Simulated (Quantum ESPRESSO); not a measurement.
The system is InP.

```
In P
1.0
     0.00000    2.93050    2.93050
     2.93050    0.00000    2.93050
     2.93050    2.93050    0.00000
In P
1 1
Direct
  0.00000 0.00000 0.00000
  0.75000 0.75000 0.75000
```

Base run:

```yaml
Program: Quantum ESPRESSO 7.5
Functional: PBEsol
Potentials_or_basis: GBRV 1.5 PBEsol
Cutoff: 762 eV
Density_cutoff: 6095 eV
k_mesh: 6 × 6 × 6, shifted
Occupations: fermi-dirac, width 0.05 eV
Spin: no spin polarisation
```

Its results: pressure 0.4 GPa; electronic dielectric tensor (diagonal) 11.45.

Q: The run is repeated on the same cell with these changes: functional from PBEsol to LDA; potentials or basis from GBRV 1.5 PBEsol to GBRV 1.5 LDA. What comes out?

A: Pressure -1.4 GPa; electronic dielectric tensor (diagonal) 12.00.
